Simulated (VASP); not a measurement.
Runs of VASP 6.6.1 on CaF2. It takes space group Fm-3m (No. 225, cubic). The conventional cell has a = 5.424 Å, b = 5.424 Å, c = 5.424 Å, α = 90.00°, β = 90.00°, γ = 90.00°. Ca (site symmetry m-3m) is surrounded by 8 F at 2.35 Å. F (site symmetry -43m) has 4 Ca at 2.35 Å as nearest neighbours. 

```csv
level,potentials or basis,k mesh,cutoff (eV),smearing,gap on the mesh (eV),pressure (GPa)
PBEsol,"VASP PAW PBE potentials, release 64 (Ca_sv, F)",8 × 8 × 8,520,gaussian 0.5 eV,7.21,0.1
PBEsol,"VASP PAW PBE potentials, release 64 (Ca_sv, F)",8 × 8 × 8,700,gaussian 0.02 eV,7.22,0.0
r2SCAN,"VASP PAW PBE potentials, release 64 (Ca_sv, F)",8 × 8 × 8,520,gaussian 0.02 eV,8.07,(a)
PBEsol,"VASP PAW PBE potentials, release 64 (Ca_sv, F)",12 × 12 × 12,520,gaussian 0.02 eV,7.21,0.1
PBEsol,"VASP PAW PBE potentials, release 64 (Ca_sv, F_h)",8 × 8 × 8,900,gaussian 0.02 eV,7.22,-0.5
```

Alike in all rows: task single point; no spin polarisation; cell as given.

Fill in the values left out.

(a) 1.4.

Caveats: the PAW data sets were made with another functional, which shifts forces and pressure a little; the cutoff is under 1.25 times the usual one of these potentials, so pressure, stress and relaxed cells hold a basis-set (Pulay) error (some runs).

A k mesh can miss the band edges.
